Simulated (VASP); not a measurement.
Here is a VASP 6.6.1 calculation.

Contents of INCAR:

```
SYSTEM = Al
  PREC = Accurate
  ENCUT = 600
  EDIFF = 1E-6
  ISMEAR = -1
  SIGMA = 0.05
  LREAL = .False.
  LASPH = .True.
  NELM = 100
  ALGO = Fast
  ISIF = 3
  LWAVE = .False.
  LCHARG = .False.
  GGA = PE
  IVDW = 11
  IBRION = 2
  NSW = 40
  EDIFFG = -0.01
```

Contents of KPOINTS:

```
regular mesh
0
Gamma
  11 11 11
  0 0 0
```

File POSCAR:

```
Al
1.0
    0.0000000000      2.0248050000      2.0248050000
    2.0248050000      0.0000000000      2.0248050000
    2.0248050000      2.0248050000      0.0000000000
Al
1
Direct
    0.0000000000      0.0000000000      0.0000000000
```

Potentials or basis: VASP PAW PBE potentials, release 64 (Al).

Run with:

```console
$ cat potpaw_PBE.64/Al/POTCAR > POTCAR
$ mpirun -np 1 vasp_std > vasp.out
```

Q: Predict the space group after relaxing (to 0.05 Å).

A: Fm-3m (No. 225).

Q: Predict the dispersion energy per atom.

A: -0.167 eV.

Q: Estimate the band gap on the k mesh.

A: None (metal or under the smearing width).

Q: Estimate the relaxed volume.

A: 16.12 Å³/atom.

Final structure:
```
CELL_PARAMETERS angstrom
0.00000 2.00486 2.00486
2.00486 0.00000 2.00486
2.00486 2.00486 0.00000
ATOMIC_POSITIONS crystal
Al 0.00000 0.00000 0.00000
```

Caveat: pairwise dispersion overbinds metals, which lowers pressure and volume.

The cell as given is a measured one (16.60 Å³/atom); PBE+D3 puts the equilibrium volume -2.9 % from it, thermal expansion not counted.
